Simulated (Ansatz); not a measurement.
**V: one cell, many SCF starts**

Aim: see which self-consistent states V reaches from different starts at one fixed geometry, and which of them is lowest. The cell (2 atoms) is V in its experimental structure (space group Im-3m, primitive cell doubled). Source: COD entry 4117482, which need not be the ambient phase.

Program: Ansatz 0.2.0. Level of theory: DFT LDA, PAW, plane waves, scalar-relativistic. These are calculated values, not measurements.

### 1 The starting structure

It takes space group Im-3m (No. 229, cubic). The conventional cell has a = 3.020 Å, b = 3.020 Å, c = 3.020 Å, α = 90.00°, β = 90.00°, γ = 90.00°. Around V (site symmetry m-3m) lie 8 V at 2.62 Å.

Coordinates:

```xyz
2
Lattice="0.0000 0.0000 -3.0203 3.0203 -3.0203 0.0000 -1.5102 -1.5102 1.5102" Properties=species:S:1:pos:R:3 pbc="T T T"
V     0.0000    0.0000    0.0000
V     1.5102   -1.5102   -1.5102
```

Atoms are counted from 1 in the order of input.yaml (V2 and so on).

First come: parallel moments, plain SCF; opposed moments +-, plain SCF; no spin polarisation; spin on, no moments given (the program may seed its own), plain SCF. Further starts follow from what these give.

“Plain SCF” means no search for lower states. 

Site moments are integrals over atomic spheres and don't add up to the total.

### 2 Parallel moments, plain SCF

The input, input.yaml:

```yaml
crystal:
  lattice:
    - [0.0, 0.0, -3.02032]
    - [3.02032, -3.02032, 0.0]
    - [-1.51016, -1.51016, 1.51016]
  atoms:
    - { symbol: V, position: [0.0, 0.0, 0.0], spin: 2.0 }
    - { symbol: V, position: [0.5, 0.5, 0.0], spin: 2.0 }
magnetization:
  spin_polarized: true
hamiltonian:
  xc: lda
  pseudopotentials: { kind: paw }
basis:
  ecutwfc: 420
kpoints:
  mp_grid: { grid: [11, 7, 13] }
scf:
  occupations: { method: fermi_dirac, width: 0.1 }
  lower_state_search: "off"
output:
  forces: true
  stress: true
```

The log of the run:

```text
Warning: crystal.symmetry: narrowed to the stabiliser of the k-point mesh — unitary ops 16 → 8; excluded 8 operations that carry a point of the 11×7×13 mesh (shift [0, 0, 0]) off the mesh (the run samples exactly the mesh kpoints.mp_grid names, as under crystal.symmetry.detect: false, and its converged state has the mesh's symmetry, not the crystal's; ε∞, the Born charges and the force constants of a linear response (`dielectric:` by the response, `phonons.method: dfpt`) are averaged over those of the crystal's operations that the state keeps within a tolerance, where `mesh_tensors`, `unaveraged_element` or `gamma_mean_max_change_ev_ang2` stands beside them; a row that `dielectric.field_direction` solves alone is averaged likewise, with nothing beside; a Γ-centred mesh of equal divisions is mapped onto itself by every operation and keeps the whole group, as does a half-shifted one under kpoints.further_shifts: images)
Engine: ansatz 0.2.0, x86_64-unknown-linux-gnu
Pseudopotentials: kind: paw
Pseudopotential: V, paw, valence charge 13, recommended cutoff 420 eV (normal), V.paw.azcp
Functional definition: SPW92
  exchange = slater_x
  correlation = pw_c
Crystal: 2 atoms, lattice volume = 27.552 Å³
Basis set: ecut = 420 eV, 517 PW (Γ)
Bands: 19, of which v1, the nominal top of the filled ones, is band 13 counted from 1 (12 counted from 0)
Symmetry: 8 space group operations
k-points: 288 of 1001
Non-local potential: V, projectors of the file, l = 0: 3, l = 1: 2, l = 2: 3, l = 3: 1
PAW form: soft (Blöchl's): semilocal exchange-correlation on the pseudo side does not see the compensation charge
PAW frozen core: V, regenerated for the run's functional, and the local potential with it (the file was generated under x = pbe(κ = 0.804, μ = 0.2195149727645171), c = pbe(β = 0.06672455060314922))
PAW one-centre angular grid: V, 590 points (default); XC on 64 Gauss nodes
Initial density: superposition of atomic densities (chi_scale 0.1, normalization cell)
Starting moments: Σ|m| = 4 μB on 2 of 2 sites
Initial wavefunctions: pseudopotential atomic-orbital guess
Functional: x = slater, c = lda
SCF iter   1: F=—  HF=-5720.474993 eV  |F-HF|=—  |Δ(HF+E_count)|=         —  Δρ=1.54e-1 (↑1.54e-1 ↓7.73e-2)  dr2=1.85e0  dr2_m=3.27e0  M=1.629 μB ∫|m|=1.629 μB  β_m=0.30  ethr=3.10e-3  ⟨swp⟩=3.7  Hψ=39139  notcnv=0
preconditioner: auto → none  [metal: Δε(μ)=0.002 eV  Ē_g=4.503 eV  σ=0.100 eV  W_gap=0.01  n_scr=6 (ndim 8)  ℏωp=22.4 eV  f_vac=0.000  D(μ)=2.38/eV (n_scr^D=30)  sad-step TF]
SCF iter   2: F=—  HF=-5720.411801 eV  |F-HF|=—  |Δ(HF+E_count)|=   6.32e-2  Δρ=1.04e-1 (↑1.04e-1 ↓6.63e-2)  dr2=5.28e-1  dr2_m=1.78e0  M=1.501 μB ∫|m|=1.501 μB  β_m=0.30  ethr=3.10e-3  ⟨swp⟩=2.5  Hψ=21398  notcnv=0  defer=120
SCF iter   3: F=—  HF=-5720.464446 eV  |F-HF|=—  |Δ(HF+E_count)|=   5.26e-2  Δρ=6.54e-2 (↑6.07e-2 ↓6.54e-2)  dr2=1.36e-2  dr2_m=9.95e-1  M=1.364 μB ∫|m|=1.364 μB  β_m=0.30  ethr=2.03e-3  ⟨swp⟩=2.5  Hψ=19214  notcnv=0  defer=120
SCF iter   4: F=—  HF=-5720.593190 eV  |F-HF|=—  |Δ(HF+E_count)|=   1.29e-1  Δρ=5.10e-2 (↑5.10e-2 ↓4.83e-2)  dr2=2.31e-3  dr2_m=6.23e-1  M=1.215 μB ∫|m|=1.215 μB  β_m=0.30  ethr=5.22e-5  ⟨swp⟩=2.0  Hψ=23757  notcnv=0  defer=50
SCF iter   5: F=—  HF=-5720.668990 eV  |F-HF|=—  |Δ(HF+E_count)|=   7.58e-2  Δρ=3.95e-2 (↑3.91e-2 ↓3.95e-2)  dr2=7.64e-5  dr2_m=3.90e-1  M=1.092 μB ∫|m|=1.092 μB  β_m=0.30  ethr=8.88e-6  ⟨swp⟩=1.5  Hψ=15654  notcnv=0  defer=50
SCF iter   6: F=—  HF=-5720.717934 eV  |F-HF|=—  |Δ(HF+E_count)|=   4.89e-2  Δρ=3.18e-2 (↑3.15e-2 ↓3.18e-2)  dr2=1.81e-5  dr2_m=2.53e-1  M=0.979 μB ∫|m|=0.979 μB  β_m=0.30  ethr=2.94e-7  ⟨swp⟩=2.3  Hψ=19256  notcnv=0  defer=49
SCF iter   7: F=—  HF=-5720.749848 eV  |F-HF|=—  |Δ(HF+E_count)|=   3.19e-2  Δρ=2.59e-2 (↑2.59e-2 ↓2.58e-2)  dr2=8.31e-6  dr2_m=1.69e-1  M=0.875 μB ∫|m|=0.875 μB  β_m=0.30  ethr=6.97e-8  ⟨swp⟩=2.6  Hψ=19831  notcnv=0  defer=48
SCF iter   8: F=—  HF=-5720.771665 eV  |F-HF|=—  |Δ(HF+E_count)|=   2.18e-2  Δρ=2.14e-2 (↑2.14e-2 ↓2.14e-2)  dr2=4.27e-6  dr2_m=1.16e-1  M=0.782 μB ∫|m|=0.782 μB  β_m=0.30  ethr=3.19e-8  ⟨swp⟩=2.7  Hψ=20149  notcnv=0  defer=46
Mixer restart at iter 8: flushing history
spin-set hold released at iteration 8 (site moments contracting): the magnetisation degrees of freedom join the quasi-Newton model from the next iteration; the mixer history was flushed
SCF iter   9: F=—  HF=-5720.787112 eV  |F-HF|=—  |Δ(HF+E_count)|=   1.54e-2  Δρ=1.80e-2 (↑1.80e-2 ↓1.79e-2)  dr2=6.84e-6  dr2_m=8.11e-2  M=0.698 μB ∫|m|=0.698 μB  β_m=0.43  ethr=1.64e-8  ⟨swp⟩=2.8  Hψ=20402  notcnv=0  defer=44
SCF iter  10: F=—  HF=-5720.822641 eV  |F-HF|=—  |Δ(HF+E_count)|=   3.55e-2  Δρ=7.59e-3 (↑7.53e-3 ↓7.59e-3)  dr2=2.89e-6  dr2_m=1.44e-2  M=0.374 μB ∫|m|=0.374 μB  β_m=0.82  ethr=1.64e-8  ⟨swp⟩=3.5  Hψ=25989  notcnv=0  defer=44
SCF iter  11: F=—  HF=-5720.833729 eV  |F-HF|=—  |Δ(HF+E_count)|=   1.11e-2  Δρ=1.42e-3 (↑1.42e-3 ↓1.28e-3)  dr2=1.56e-5  dr2_m=4.53e-4  M=0.094 μB ∫|m|=0.094 μB  β_m=0.91  ethr=1.11e-8  ⟨swp⟩=3.6  Hψ=25846  notcnv=0  defer=33
SCF iter  12: F=—  HF=-5720.834541 eV  |F-HF|=—  |Δ(HF+E_count)|=   8.12e-4  Δρ=5.20e-4 (↑5.20e-4 ↓3.72e-4)  dr2=1.72e-4  dr2_m=1.62e-6  M=0.001 μB ∫|m|=0.001 μB  β_m=0.66  ethr=1.11e-8  ⟨swp⟩=3.0  Hψ=21441  notcnv=0  defer=29
SCF iter  13: F=—  HF=-5720.834487 eV  |F-HF|=—  |Δ(HF+E_count)|=   5.38e-5  Δρ=1.41e-4 (↑4.64e-5 ↓1.41e-4)  dr2=2.00e-6  dr2_m=2.13e-6  M=-0.001 μB ∫|m|=0.001 μB  β_m=0.70  ethr=1.11e-8  ⟨swp⟩=2.6  Hψ=19953  notcnv=0  defer=26
iter 14 did not close the SCF: its close was put off for a magnetic moment that had not settled (scf_convergence_deferred on its scf_iter line)
SCF iter  14: F=-5720.834487 eV  HF=-5720.834487 eV  |F-HF|=1.18e-7  |Δ(HF+E_count)|=   3.95e-7  Δρ=1.73e-5 (↑1.60e-5 ↓1.73e-5)  dr2=1.01e-8  dr2_m=6.64e-8  M=0.001 μB ∫|m|=0.001 μB  β_m=0.85  ethr=3.85e-10  ⟨swp⟩=2.1  Hψ=35875  notcnv=0
iter 15 did not close the SCF: its close was put off for a magnetic moment that had not settled (scf_convergence_deferred on its scf_iter line)
SCF iter  15: F=-5720.834487 eV  HF=-5720.834487 eV  |F-HF|=2.50e-9  |Δ(HF+E_count)|=   1.93e-7  Δρ=4.78e-6 (↑3.94e-6 ↓4.78e-6)  dr2=1.77e-9  dr2_m=4.10e-9  M=0.000 μB ∫|m|=0.000 μB  β_m=0.83  ethr=3.88e-11  ⟨swp⟩=1.3  Hψ=32137  notcnv=0
iter 16 did not close the SCF: its close was put off for a magnetic moment that had not settled (scf_convergence_deferred on its scf_iter line)
SCF iter  16: F=-5720.834487 eV  HF=-5720.834487 eV  |F-HF|=8.55e-11  |Δ(HF+E_count)|=   7.11e-9  Δρ=1.17e-6 (↑1.17e-6 ↓1.16e-6)  dr2=1.99e-10  dr2_m=2.69e-10  M=0.000 μB ∫|m|=0.000 μB  β_m=0.83  ethr=6.82e-12  ⟨swp⟩=1.0  Hψ=30881  notcnv=0
SCF iter  17: F=-5720.834487 eV  HF=-5720.834487 eV  |F-HF|=9.09e-13  |Δ(HF+E_count)|=  4.16e-10  Δρ=1.88e-7 (↑9.35e-8 ↓1.88e-7)  dr2=5.17e-12  dr2_m=3.78e-12  M=-0.000 μB ∫|m|=0.000 μB  ethr=1.00e-12  ⟨swp⟩=1.0  Hψ=31364  notcnv=0
WARN: the starting moments were not kept: the SCF closed with an absolute magnetisation of 2.0e-6 μB, where they sum to 4 μB in size (2 sites). That is at most 0.1 of that sum. Measured as dr2_m measures the in/out step, that magnetisation stands 1.5e-12 eV from none, at or under the dr2_threshold of 1.0e-7 eV: it is no larger than a step whose dr2_m would equal this threshold. The system may hold no moment; this SCF shows only that its start led to no more than that. To try another start: raise the starting moments (crystal.atoms[].spin, magnetization.per_species, magnetization.initial_magnetization, or on a non-collinear deck that types none of these the spinor_matrix: blocks that start its atoms; where the total moment is fixed, keep their sum and leave initial_magnetization as it is; typed ones take the place of any that the run laid by itself, positive ones on a crystal's lanthanoids without a Hubbard term where scf.initial_density.shell_occupations: [] is typed) or, if the notice of its spin-set hold's release reads "site moments contracting" or "site moments show no strong build", lengthen the hold (scf.mixing.spin_hold: { on: { confirm: 4 } }; for m-r²SCAN on two components see the key's manual first). Each may lead to a state that holds a moment. A second SCF, from the converged charge density, with the starting moments and any scf.initial_density.shell_occupations laid on it anew, would have followed, and was not run: the deck does not ask for one (magnetization.retry_lost_moments is false, the default). To let it run, set magnetization.retry_lost_moments: true and run the deck again, where that key's refused combinations let it; where memory then withholds it, that run's warning says so.
SCF 1 converged in 17 iterations: F = -5720.834487 eV  dr2 = 5.17e-12
SCF converged after 17 iterations
Magnetization: -0.0000 μB (13.0000 up, 13.0000 down)
Absolute magnetization: 0.0000 μB (∫|ρ↑−ρ↓|, with the PAW one-centre terms)
Spin contamination: 0.0000 ħ² per cell (⟨S²⟩ above its minimum at these occupations)
Per-site moments (μB) at R_I (Å): [(-7.91710889193657e-7, 1.078965462117764), (-7.91710889193657e-7, 1.078965462117764)]
Free energy (F): -5720.834487 eV
Harris-Foulkes:  -5720.834487 eV  (|F-HF|=9.09e-13)
Internal energy: -5720.717842 eV  (E = F + TS)
E sigma→0 (E₀):  -5720.776165 eV
Entropy (-TS):   -0.116646 eV (-58.323 meV/atom)
Fermi energy:    15.786581 eV
--- Per-component energies (eV) ---
  E_band       = -302.754663
  E_kinetic    = 671.030482
  E_local      = -1828.644398  (includes V_loc(G=0)·N_el)
  E_nonlocal   = -81.778643
  E_hartree    = 831.147111
  E_xc         = -258.196679
  E_vxc        = -329.138991  (∫ρ·V_xc dr)
  E_paw        = -2122.755878  (= ΣΔE_a)
  E_vpaw       = -396.517929  (= ΣTr[D̂ρ^β])
  E_aug_tail   = 0.000504  (compensation charges beyond the density's cutoff)
  E_ewald      = -2932.212640
  E_core_change = 0.692300  (= ΣΔE_core)
  E_smearing   = -0.116646  (= −TS)
  E_closure    = 0.000000  (closes the sum)
  Σ components = -5720.834487   (vs F -5720.834487, Δ=0.00e0)
--- Forces (eV/Å), atoms counted from 1 ---
  atom   1  V      0.00000000    -0.00000000     0.00000000
  atom   2  V      0.00000000    -0.00000000     0.00000000
  max |Σ_I F_I| component: 4.42e-29 eV/Å
--- Stress (GPa, compression-positive) ---
      -16.310693       0.081088       0.027835
        0.081088     -16.310693       0.027835
        0.027835       0.027835     -16.253749
  P = ⅓ Tr σ = -16.2917 GPa (-162.917 kbar)
```

It took 8.6 s on 2 threads of an x86-64 CPU, shared host; peak memory 0.53 GiB.

The state reached is non-magnetic, no gap on the k-mesh.

### 3 Opposed moments +-, plain SCF

input.yaml, as its differences from that of step 2:

```diff
@@ -7,3 +7,3 @@
     - { symbol: V, position: [0.0, 0.0, 0.0], spin: 2.0 }
-    - { symbol: V, position: [0.5, 0.5, 0.0], spin: 2.0 }
+    - { symbol: V, position: [0.5, 0.5, 0.0], spin: -2.0 }
 magnetization:
```

The log of the run:

```text
Warning: crystal.symmetry: narrowed to the stabiliser of the k-point mesh — unitary ops 8 → 4; excluded 4 operations that carry a point of the 11×7×13 mesh (shift [0, 0, 0]) off the mesh (the run samples exactly the mesh kpoints.mp_grid names, as under crystal.symmetry.detect: false, and its converged state has the mesh's symmetry, not the crystal's; ε∞, the Born charges and the force constants of a linear response (`dielectric:` by the response, `phonons.method: dfpt`) are averaged over those of the crystal's operations that the state keeps within a tolerance, where `mesh_tensors`, `unaveraged_element` or `gamma_mean_max_change_ev_ang2` stands beside them; a row that `dielectric.field_direction` solves alone is averaged likewise, with nothing beside; a Γ-centred mesh of equal divisions is mapped onto itself by every operation and keeps the whole group, as does a half-shifted one under kpoints.further_shifts: images)
[... 9 lines as in an earlier run ...]
Symmetry: 4 space group operations
[... 6 lines as in an earlier run ...]
Starting moments: Σ|m| = 4 μB on 2 of 2 sites
[... 2 lines as in an earlier run ...]
spin-down is spin-up translated by (0.5, 0.5, 0): one eigenproblem is solved per k-point and the antiferromagnetic symmetry of the starting moments is kept exactly by this SCF (crystal.symmetry.spin_inversion_symmetry: false solves both channels; [...]
SCF iter   1: F=—  HF=-5720.673181 eV  |F-HF|=—  |Δ(HF+E_count)|=         —  Δρ=1.05e-1 (↑1.05e-1 ↓1.05e-1)  dr2=1.74e0  dr2_m=2.35e0  M=0.000 μB ∫|m|=1.931 μB  β_m=0.30  ethr=3.10e-3  ⟨swp⟩=4.0  Hψ=19904  notcnv=0
preconditioner: auto → none  [metal: Δε(μ)=0.001 eV  Ē_g=4.482 eV  σ=0.100 eV  W_gap=0.00  n_scr=6 (ndim 8)  ℏωp=22.4 eV  f_vac=0.000  D(μ)=2.73/eV (n_scr^D=36)  sad-step TF]
SCF iter   2: F=—  HF=-5720.514940 eV  |F-HF|=—  |Δ(HF+E_count)|=   1.58e-1  Δρ=7.49e-2 (↑7.49e-2 ↓7.49e-2)  dr2=4.97e-1  dr2_m=1.29e0  M=0.000 μB ∫|m|=1.806 μB  β_m=0.30  ethr=3.10e-3  ⟨swp⟩=2.7  Hψ=11049  notcnv=0  defer=11
SCF iter   3: F=—  HF=-5720.509884 eV  |F-HF|=—  |Δ(HF+E_count)|=   5.06e-3  Δρ=5.30e-2 (↑5.30e-2 ↓5.30e-2)  dr2=1.31e-2  dr2_m=6.98e-1  M=0.000 μB ∫|m|=1.715 μB  β_m=0.30  ethr=1.91e-3  ⟨swp⟩=3.1  Hψ=10823  notcnv=0  defer=11
SCF iter   4: F=—  HF=-5720.600350 eV  |F-HF|=—  |Δ(HF+E_count)|=   9.05e-2  Δρ=4.48e-2 (↑4.48e-2 ↓4.48e-2)  dr2=3.46e-3  dr2_m=5.05e-1  M=0.000 μB ∫|m|=1.515 μB  β_m=0.30  ethr=5.02e-5  ⟨swp⟩=2.0  Hψ=11803  notcnv=0  defer=11
[... 3 lines left out ...]
SCF iter   8: F=—  HF=-5720.753236 eV  |F-HF|=—  |Δ(HF+E_count)|=   2.25e-2  Δρ=2.30e-2 (↑2.30e-2 ↓2.30e-2)  dr2=9.62e-5  dr2_m=1.33e-1  M=0.000 μB ∫|m|=0.988 μB  β_m=0.30  ethr=3.86e-7  ⟨swp⟩=2.1  Hψ=9656  notcnv=0  defer=2
SCF iter   9: F=—  HF=-5720.770397 eV  |F-HF|=—  |Δ(HF+E_count)|=   1.72e-2  Δρ=1.98e-2 (↑1.98e-2 ↓1.98e-2)  dr2=1.40e-5  dr2_m=9.93e-2  M=0.000 μB ∫|m|=0.888 μB  β_m=0.30  ethr=3.70e-7  ⟨swp⟩=2.1  Hψ=9271  notcnv=0  defer=2
SCF iter  10: F=—  HF=-5720.783649 eV  |F-HF|=—  |Δ(HF+E_count)|=   1.33e-2  Δρ=1.73e-2 (↑1.73e-2 ↓1.73e-2)  dr2=6.59e-5  dr2_m=7.55e-2  M=0.000 μB ∫|m|=0.797 μB  β_m=0.30  ethr=5.39e-8  ⟨swp⟩=2.9  Hψ=10322  notcnv=0  defer=2
Mixer restart at iter 10: flushing history
spin-set hold released at iteration 10 (site moments contracting): the magnetisation degrees of freedom join the quasi-Newton model from the next iteration; the mixer history was flushed
SCF iter  11: F=—  HF=-5720.793989 eV  |F-HF|=—  |Δ(HF+E_count)|=   1.03e-2  Δρ=1.51e-2 (↑1.51e-2 ↓1.51e-2)  dr2=4.87e-5  dr2_m=5.77e-2  M=0.000 μB ∫|m|=0.716 μB  β_m=0.31  ethr=5.39e-8  ⟨swp⟩=2.9  Hψ=10115  notcnv=0  defer=2
SCF iter  12: F=—  HF=-5720.820339 eV  |F-HF|=—  |Δ(HF+E_count)|=   2.64e-2  Δρ=8.36e-3 (↑8.36e-3 ↓8.36e-3)  dr2=2.48e-5  dr2_m=1.77e-2  M=0.000 μB ∫|m|=0.430 μB  β_m=0.68  ethr=5.39e-8  ⟨swp⟩=3.4  Hψ=12085  notcnv=0  defer=2
SCF iter  13: F=—  HF=-5720.834212 eV  |F-HF|=—  |Δ(HF+E_count)|=   1.39e-2  Δρ=9.22e-4 (↑9.22e-4 ↓9.22e-4)  dr2=1.65e-4  dr2_m=1.64e-4  M=0.000 μB ∫|m|=0.060 μB  β_m=0.83  ethr=5.39e-8  ⟨swp⟩=3.5  Hψ=13034  notcnv=0  defer=2
SCF iter  14: F=—  HF=-5720.834543 eV  |F-HF|=—  |Δ(HF+E_count)|=   3.31e-4  Δρ=7.20e-4 (↑7.20e-4 ↓7.20e-4)  dr2=3.45e-4  dr2_m=3.07e-5  M=0.000 μB ∫|m|=0.024 μB  β_m=0.65  ethr=5.39e-8  ⟨swp⟩=2.7  Hψ=10401  notcnv=0  defer=2
[... 3 lines left out ...]
SCF iter  17: F=-5720.834487 eV  HF=-5720.834487 eV  |F-HF|=2.07e-8  |Δ(HF+E_count)|=   2.69e-7  Δρ=1.07e-5 (↑1.07e-5 ↓1.07e-5)  dr2=2.68e-9  dr2_m=2.77e-8  M=0.000 μB ∫|m|=0.000 μB  β_m=0.86  ethr=3.85e-10  ⟨swp⟩=2.0  Hψ=19741  notcnv=0
iter 18 did not close the SCF: its close was put off for a magnetic moment that had not settled (scf_convergence_deferred on its scf_iter line)
SCF iter  18: F=-5720.834487 eV  HF=-5720.834487 eV  |F-HF|=2.12e-10  |Δ(HF+E_count)|=   3.03e-8  Δρ=1.48e-6 (↑1.48e-6 ↓1.48e-6)  dr2=4.72e-10  dr2_m=3.27e-10  M=0.000 μB ∫|m|=0.000 μB  β_m=0.85  ethr=1.03e-11  ⟨swp⟩=1.0  Hψ=16082  notcnv=0
SCF iter  19: F=-5720.834487 eV  HF=-5720.834487 eV  |F-HF|=1.46e-11  |Δ(HF+E_count)|=  1.16e-10  Δρ=2.97e-7 (↑2.97e-7 ↓2.97e-7)  dr2=2.38e-11  dr2_m=9.50e-12  M=0.000 μB ∫|m|=0.000 μB  ethr=1.82e-12  ⟨swp⟩=1.0  Hψ=15879  notcnv=0
WARN: the starting moments were not kept: the SCF closed with an absolute magnetisation of 8.2e-6 μB, where they sum to 4 μB in size (2 sites). That is at most 0.1 of that sum. Measured as dr2_m measures the in/out step, that magnetisation stands 2.1e-11 eV from none, at or under the dr2_threshold of 1.0e-7 eV: it is no larger than a step whose dr2_m would equal this threshold. The system may hold no moment; this SCF shows only that its start led to no more than that. To try another start: raise the starting moments (crystal.atoms[].spin, magnetization.per_species, magnetization.initial_magnetization, or on a non-collinear deck that types none of these the spinor_matrix: blocks that start its atoms; where the total moment is fixed, keep their sum and leave initial_magnetization as it is; typed ones take the place of any that the run laid by itself, positive ones on a crystal's lanthanoids without a Hubbard term where scf.initial_density.shell_occupations: [] is typed) or, if the notice of its spin-set hold's release reads "site moments contracting" or "site moments show no strong build", lengthen the hold (scf.mixing.spin_hold: { on: { confirm: 4 } }; for m-r²SCAN on two components see the key's manual first). Each may lead to a state that holds a moment. A second SCF, from the converged charge density, with the starting moments and any scf.initial_density.shell_occupations laid on it anew, would have followed, and was not run: the deck does not ask for one (magnetization.retry_lost_moments is false, the default). To let it run, set magnetization.retry_lost_moments: true and run the deck again, where that key's refused combinations let it; where memory then withholds it, that run's warning says so.
SCF 1 converged in 19 iterations: F = -5720.834487 eV  dr2 = 2.38e-11
SCF converged after 19 iterations
Magnetization: 0.0000 μB (13.0000 up, 13.0000 down)
Absolute magnetization: 0.0000 μB (∫|ρ↑−ρ↓|, with the PAW one-centre terms)
Spin contamination: 0.0000 ħ² per cell (⟨S²⟩ above its minimum at these occupations)
Per-site moments (μB) at R_I (Å): [(-3.565470190609428e-6, 1.078965462117764), (3.5654701906094276e-6, 1.078965462117764)]
Free energy (F): -5720.834487 eV
Harris-Foulkes:  -5720.834487 eV  (|F-HF|=1.46e-11)
Internal energy: -5720.717842 eV  (E = F + TS)
E sigma→0 (E₀):  -5720.776165 eV
Entropy (-TS):   -0.116646 eV (-58.323 meV/atom)
Fermi energy:    15.786579 eV
[... 25 lines left out: energy terms, forces, stress ...]
```

It took 5.1 s on 2 threads of an x86-64 CPU, shared host; peak memory 0.51 GiB.

Nothing new: the 19 iterations lead to the state found in step 2 (non-magnetic).

### 4 No spin polarisation

input.yaml, as its differences from that of step 3:

```diff
@@ -6,6 +6,4 @@
   atoms:
-    - { symbol: V, position: [0.0, 0.0, 0.0], spin: 2.0 }
-    - { symbol: V, position: [0.5, 0.5, 0.0], spin: -2.0 }
-magnetization:
-  spin_polarized: true
+    - { symbol: V, position: [0.0, 0.0, 0.0] }
+    - { symbol: V, position: [0.5, 0.5, 0.0] }
 hamiltonian:
```

The log of the run:

```text
[... 9 lines as in an earlier run ...]
Bands: 17, of which v1, the nominal top of the filled ones, is band 13 counted from 1 (12 counted from 0)
[... 6 lines as in an earlier run ...]
Initial density: superposition of atomic densities (neutral atoms: chi_scale 0, normalization atom), corrected by the library's trained network
[... 2 lines as in an earlier run ...]
SCF iter   1: F=—  HF=-5720.834991 eV  |F-HF|=—  |Δ(HF+E_count)|=         —  Δρ=7.22e-3  dr2=4.09e-3  ethr=1.77e-3  ⟨swp⟩=3.8  Hψ=18111  notcnv=0
preconditioner: auto → none  [metal: Δε(μ)=0.004 eV  Ē_g=3.344 eV  σ=0.100 eV  W_gap=0.01  n_scr=6 (ndim 8)  ℏωp=22.4 eV  f_vac=0.000  D(μ)=3.58/eV (n_scr^D=42)  sad-step TF]
SCF iter   2: F=—  HF=-5720.834539 eV  |F-HF|=—  |Δ(HF+E_count)|=   4.53e-4  Δρ=3.69e-3  dr2=9.87e-4  ethr=1.57e-5  ⟨swp⟩=1.0  Hψ=7201  notcnv=0
SCF iter   3: F=—  HF=-5720.834509 eV  |F-HF|=—  |Δ(HF+E_count)|=   3.01e-5  Δρ=7.29e-4  dr2=7.30e-5  ethr=3.79e-6  ⟨swp⟩=1.0  Hψ=4896  notcnv=0
SCF iter   4: F=—  HF=-5720.834487 eV  |F-HF|=—  |Δ(HF+E_count)|=   2.16e-5  Δρ=9.35e-5  dr2=1.35e-6  ethr=2.81e-7  ⟨swp⟩=3.0  Hψ=9238  notcnv=0
iter 5 did not close the SCF: its close was put off for the readings that it lacked (scf_convergence_deferred on its scf_iter line)
SCF iter   5: F=-5720.834487 eV  HF=-5720.834487 eV  |F-HF|=3.79e-8  |Δ(HF+E_count)|=   5.74e-7  Δρ=2.05e-5  dr2=7.58e-8  ethr=5.21e-9  ⟨swp⟩=2.5  Hψ=7351  notcnv=0
SCF iter   6: F=-5720.834487 eV  HF=-5720.834487 eV  |F-HF|=2.48e-9  |Δ(HF+E_count)|=   4.63e-9  Δρ=4.45e-6  dr2=2.91e-9  ethr=2.91e-10  ⟨swp⟩=1.7  Hψ=15188  notcnv=0
SCF 1 converged in 6 iterations: F = -5720.834487 eV  dr2 = 2.91e-9
SCF converged after 6 iterations
Free energy (F): -5720.834487 eV
Harris-Foulkes:  -5720.834487 eV  (|F-HF|=2.48e-9)
Internal energy: -5720.717842 eV  (E = F + TS)
E sigma→0 (E₀):  -5720.776165 eV
Entropy (-TS):   -0.116646 eV (-58.323 meV/atom)
Fermi energy:    15.786575 eV
[... 25 lines left out: energy terms, forces, stress ...]
```

It took 2 s on 2 threads of an x86-64 CPU, shared host; peak memory 0.44 GiB.

This is the state of step 2 again (non-magnetic), after 6 iterations.

(Part 1 of 2 ends here.)
